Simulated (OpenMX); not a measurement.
**AlN in OpenMX: convergence with VNA**

AlN:

```
CELL_PARAMETERS angstrom
3.11300 0.00000 0.00000
-1.55650 2.69594 0.00000
0.00000 0.00000 4.98100
ATOMIC_POSITIONS crystal
Al 0.66392 0.32927 0.50057
Al 0.33988 0.67209 0.99862
N 0.66590 0.33905 0.87911
N 0.34143 0.66834 0.38316
```

The cell isn't the ideal one: atoms moved at random, drawn with an rms of 0.02 Å.

- Program: OpenMX 3.8.5
- Task: convergence study
- Functional: PBE
- Potentials or basis: OpenMX 2013 PBE set, Al7.0-s2p1d1, N6.0-s2p2, grid cutoff 400 Ry
- k mesh: 7 × 7 × 5
- Occupations: fermi-dirac, width 0.05 eV
- Spin: no spin polarisation

These are the settings of the first run; the series varies VNA, with any setting tied to it.

Hardware: 1 thread of Arm Neoverse V1 (shared host).

**Question.** The values tried are 1 3, 2 4, 3 6, 4 8, 5 10, 6 12, 6 16, loosest first. From which on does the largest force stay within 0.005 eV/Å of the tightest run that finished?

**Answer.** From 6 12 on.

```csv
VNA,"energy less the tightest run, at zero smearing (meV/atom)",pressure (GPa),largest force (eV/Å),gap on the mesh (eV),SCF cycles,CPU time (s),peak memory (GiB)
1 3,316.60,13.96,0.508,4.684,19,66,0.55
2 4,145.52,8.39,0.507,4.665,19,67,0.55
3 6,34.95,5.80,0.541,4.961,19,69,0.57
4 8,-1.84,4.48,0.558,4.868,19,70,0.58
5 10,-3.91,4.09,0.552,4.821,19,80,0.63
6 12,1.15,4.32,0.543,4.852,19,84,0.68
6 16,0.00,4.32,0.543,4.849,19,86,0.72
```

Against the tightest run, the pressure stays within 0.1 GPa from 6 12 on; the gap on the mesh stays within 0.01 eV from 6 12 on. Not settled before the last step: the energy (to 1 meV/atom). The tightest run that finished is the yardstick and may itself not be fully converged.

Caveat, for the tightest run too: an odd mesh through Γ misses points on the zone boundary, where band edges often lie; the basis of atomic orbitals isn't converged, which shifts pressures, moduli and gaps.
